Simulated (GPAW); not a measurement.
Crystal: Na.

```
Na
1.0
    -1.88829    1.88829    2.63728
     1.88829   -1.88829    2.63728
     1.88829    1.88829   -2.63728
Na
1
Direct
  0.00000 0.00000 0.00000
```

This isn't the form of Na at room conditions, which is bcc.

| Property | Result |
| --- | --- |
| Program | GPAW 26.7.0 |
| Task | single point |
| Functional | PBE |
| Potentials or basis | GPAW PAW data sets (gpaw-data 1.2.1) |
| Cutoff | 800 eV |
| Basis | pw |
| k mesh | 10 × 10 × 10 |
| Occupations | fermi-dirac, width 0.05 eV |
| Spin | no spin polarisation |

On this cell: pressure -0.1 GPa; band gap on the k mesh none (metal or under the smearing width).

The same run follows on a disturbed copy (cell strained at random at fixed volume):

```
CELL_PARAMETERS angstrom
-1.90826 1.94837 2.62269
1.85560 -1.92535 2.56851
1.89689 1.91399 -2.60621
ATOMIC_POSITIONS crystal
Na 0.99802 0.99502 0.98298
```

What does the disturbed cell give?

The energy (extrapolated to zero smearing) moves by -0.0 meV/atom; pressure -0.1 GPa; band gap on the k mesh none (metal or under the smearing width).

Stress tensor (GPa, compression positive):
```
 0.07  0.01  0.07
 0.01 -0.25 -0.06
 0.07 -0.06 -0.11
```
